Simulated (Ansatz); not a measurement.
**How far is PAW off for Ga?**

```xyz
2
Lattice="1.4500 -4.0650 0.0000 1.4500 4.0650 0.0000 0.0000 0.0000 3.1383" Properties=species:S:1:pos:R:3 pbc="T T T"
Ga    1.4500   -2.9837    0.7846
Ga    1.4500    2.9837    2.3537
```

Atoms are numbered in the order listed.

The conventional cell has a = 2.900 Å, b = 8.130 Å, c = 3.138 Å, α = 90.00°, β = 90.00°, γ = 90.00°. Ga (atom 1) is surrounded by 8 Ga at 2.67 to 2.90 Å.

Structure: COD 9012485, as refined from experiment and not relaxed. The listed cell was then made from it by scaling, straining or moving an atom.

All numbers are computed: DFT, PBE, PAW with Ansatz's default frozen-core files, scalar-relativistic (Ansatz 0.2.0); DFT, PBE, all-electron PAW with datasets made for the crystal, scalar-relativistic (Ansatz 0.2.0); DFT, PBE, all-electron LAPW, scalar-relativistic (Ansatz 0.2.0).

For PAW: a Γ-centred 12×12×10 k mesh, Fermi–Dirac smearing of 0.08 eV, cutoff 420 eV, no spin polarisation. The crystal-made all-electron datasets (AE datasets) take a cutoff of 260 eV at this cell. LAPW targets a basis error of 1 meV/atom. The Ansatz runs share mesh, smearing and spin set-up. Plane-wave (PAW) pressures include the program's estimate of the Pulay term.

Stress and pressure are positive in compression.

| quantity | PAW | AE datasets | LAPW |
| --- | --- | --- | --- |
| pressure (GPa) | 2.25 | 2.28 | 2.28 |
| stress xx (GPa) | -0.39 | -0.37 | -0.37 |
| stress yy (GPa) | 3.53 | 3.55 | 3.55 |
| stress zz (GPa) | 3.61 | 3.64 | 3.64 |
| force on Ga1, y (eV/Å) | 0.204 | 0.203 | 0.203 |
